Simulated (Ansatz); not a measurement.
A 2-atom cell of CsCl (Pm-3m) from a materials database (r2SCAN geometry), in Ansatz:

```
Cs Cl
1.0
     4.13683    0.00000    0.00000
     0.00000    4.13683    0.00000
     0.00000    0.00000    4.13683
Cs Cl
1 1
Cartesian
  0.0000 0.0000 0.0000
  2.0684 2.0684 2.0684
```

G0W0@PBE with 524 empty bands, a screening cutoff of 220 eV and a 4×4×4 mesh (PAW, contour deformation) gives 7.690 eV over the mesh points, from a PBE gap of 5.226 eV; it sums over 532 bands with 515 plane waves in the screening and a wave cutoff of 420 eV. The G0W0 figures hold for the stated bands, cutoff and mesh and aren't extrapolated. The values are computed, spin-unpolarised, and not measurements.

(1) Estimate the gap with starting point PBE0.

(2) Estimate the gap with frequency model Godby-Needs pole.

(3) Estimate the gap with starting point r2SCAN, with them a wave cutoff of 500 eV.

(4) Estimate the gap with potentials of the kind norm-conserving, with them a wave cutoff of 789 eV.

## Answers

(1) 8.517 eV (+0.827 eV), from a Kohn-Sham gap of 7.263 eV.

(2) 7.645 eV (-0.045 eV), from a Kohn-Sham gap of 5.226 eV.

(3) 8.339 eV (+0.649 eV), from a Kohn-Sham gap of 5.910 eV.

(4) 7.699 eV (+0.009 eV), from a Kohn-Sham gap of 5.224 eV.

The runs are scalar-relativistic, without spin-orbit coupling.
